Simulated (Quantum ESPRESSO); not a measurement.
# W: phonon spectrum and thermodynamics under several settings

```
W
1.0
    -1.58234    1.58234    1.58234
     1.58234   -1.58234    1.58234
     1.58234    1.58234   -1.58234
W
1
Cartesian
  0.0000 0.0000 0.0000
```

All runs used Quantum ESPRESSO 7.5; k mesh 12 × 12 × 12; relaxed cell; no spin polarisation; cutoff 762 eV; occupations cold, width 0.2 eV; q mesh 3 × 3 × 3.

```csv
level,potentials,volume (Å³/atom),highest frequency (cm⁻¹),zero-point energy (meV/atom),entropy at room temperature (k_B/atom)
LDA,GBRV 1.5 LDA,15.43,217,29.9,3.96
PBE,GBRV 1.5 PBE,?,?,?,?
```

What stands in the row left open?

Volume 16.15 Å³/atom; highest frequency 216 cm⁻¹; zero-point energy 29.0 meV/atom; entropy at room temperature 4.05 k_B/atom.

For the row left open. Caveat: the q mesh is small, so phonon branches between its points and thermal values are rough.
